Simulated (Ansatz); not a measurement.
## Polymorphs of H

Method: Ansatz, DFT PBEsol, scalar-relativistic, plane waves, PAW. Settings: cutoff 420 eV, Γ-centred meshes no coarser than 0.19 Å⁻¹ for metals and 0.3 Å⁻¹ for insulators (2π included), Gaussian smearing.

Temperature and zero-point effects are left out. Larger cells and other orderings weren't all tried, so the list isn't exhaustive. The k mesh leaves about 4 meV/atom of noise in metals. Weakly bound directions are ill-defined at this level, which has no dispersion term (H Cmce, H P4_2/mnm, H Pnma, H I4/mmm, H P6_3/mmc). No run is spin-polarised.

| # | started from | space group | atoms | V (Å³/atom) | ΔE (meV/atom) | gap on mesh (eV) | rattle test |
| --- | --- | --- | --- | --- | --- | --- | --- |
| 1 | database cell | Cmce (No. 64) | 4 | 13.9 | 0 | 8.97 | returns |
| 2 | a rattled cell | P4_2/mnm (No. 136) | 4 | 13.3 | 0 | 8.65 | - |
| 3 | database cell | Pnma (No. 62) | 16 | 16.8 | 1 | 9.12 | returns |
| 4 | database cell | I4/mmm (No. 139) | 2 | 13.5 | 1 | 8.87 | - |
| 5 | database cell | P6_3/mmc (No. 194) | 4 | 16.1 | 1 | 9.11 | - |
| 6 | database cell | Cmmm (No. 65) | 2 | 17.2 | 3 | 8.57 | - |
| 7 | database cell | P2_12_12_1 (No. 19) | 8 | 43.4 | 5 | 9.48 | - |
| 8 | database cell | P6_3/mmc (No. 194) | 2 | 13.1 | 299 | 2.70 | - |
| 9 | fcc type | Fm-3m (No. 225) | 1 | 2.9 | 1043 | 0.00 | falls lower |

The first two are tied within the noise. The first: Space group Cmce (No. 64), orthorhombic, a = 5.308 Å, b = 4.968 Å, c = 4.224 Å. Around H lie 1 H at 0.76 Å.

Space group Cmce (No. 64). a = 5.308 Å, b = 4.968 Å, c = 4.224 Å, α = 90.00°, β = 90.00°, γ = 90.00°
```tsv
atom	site	symmetry	x	y	z
H	8f	m..	0.5000	0.5493	0.0687
```

The second: Space group P4_2/mnm (No. 136), tetragonal, a = 3.825 Å, c = 3.623 Å. H has 1 H at 0.76 Å.